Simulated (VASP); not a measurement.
The system is Li.

```
CELL_PARAMETERS angstrom
0.00000 3.07838 3.07838
3.07838 0.00000 3.07838
3.07838 3.07838 0.00000
ATOMIC_POSITIONS crystal
Li 0.12500 0.12500 0.12500
Li 0.87500 0.87500 0.87500
```

The cell was built by a generator and needn't be a form met in nature.

| Property | Result |
| --- | --- |
| Program | VASP 6.6.1 |
| Task | relaxation of cell and atoms |
| Functional | PBEsol |
| Potentials or basis | VASP PAW PBE potentials, release 64 (Li_sv) |
| Cutoff | 600 eV |
| k mesh | 9 × 9 × 9 |
| Occupations | fermi-dirac, width 0.1 eV |
| Spin | no spin polarisation |

At the start: pressure -0.7 GPa; volume 29.17 Å³/atom.

**Question.** How do energy, volume and symmetry change on relaxing?

**Answer.** Over 5 steps the energy falls by 10.9 meV/atom and the volume is 24.96 Å³/atom (-14.4 %); space group Fd-3m (No. 227, to 0.05 Å).

The path:
| step | energy change (eV) | largest force (eV/Å) | pressure (GPa) | volume (Å³) |
| --- | --- | --- | --- | --- |
| 1 | 0.0000 | 0.0000 | -0.71 | 58.34 |
| 2 | -0.0047 | 0.0000 | -0.65 | 57.25 |
| 3 | -0.0156 | 0.0000 | -0.43 | 54.06 |
| 4 | -0.0206 | 0.0000 | 0.23 | 48.04 |
| 5 | -0.0218 | 0.0000 | -0.02 | 49.92 |

Final structure:
```
Li
1.0
     0.00000    2.92238    2.92238
     2.92238    0.00000    2.92238
     2.92238    2.92238    0.00000
Li
2
Direct
  0.12500 0.12500 0.12500
  0.87500 0.87500 0.87500
```

Caveat: the cutoff is under 1.25 times the usual one of these potentials, so pressure, stress and relaxed cells hold a basis-set (Pulay) error; the PAW data sets were made with another functional, which shifts forces and pressure a little.
